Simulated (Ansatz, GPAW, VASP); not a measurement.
**InAs: 4 runs at one level of theory**

```
In As
1.0
     0.00000    3.01800    3.01800
     3.01800    0.00000    3.01800
     3.01800    3.01800    0.00000
In As
1 1
Direct
  0.00000 0.00000 0.00000
  0.75000 0.75000 0.75000
```

Alike in all runs: task single point; functional PBE; k mesh 8 × 8 × 8; occupations gaussian, width 0.012 eV; no spin polarisation; no spin-orbit coupling. A missing gap at this level doesn't show that the real crystal is a metal. Pressure is positive in compression and, in plane waves, holds the error of the finite cutoff, which Ansatz's Pulay term estimates and takes out.

| program and potentials | plane-wave cutoff (eV) | notes | band gap (eV) | pressure (GPa) |
| --- | --- | --- | --- | --- |
| Ansatz, Ansatz PAW | 420 | 14 valence electrons an atom on average; Pulay term of +0.04 GPa included | no gap | 4.29 |
| GPAW, GPAW PAW data sets (gpaw-data 1.2.1) | 600 | 9 valence electrons an atom on average | no gap | 4.04 |
| VASP, PBE PAW files As, In_d, 520 eV | 520 | 9 valence electrons an atom on average | no gap | 4.43 |
| Ansatz, all-electron LAPW, scalar-relativistic | - | - | no gap | 4.30 |

None finds a gap. The pressure spans 4.04 (GPAW, GPAW PAW data sets (gpaw-data 1.2.1)) to 4.43 GPa (VASP, PBE PAW files As, In_d, 520 eV), with all-electron results at 4.30.

The functional is the same throughout but for its coding, so the spread measures potentials, basis and numerics; runs on potential files found faulty are left out.
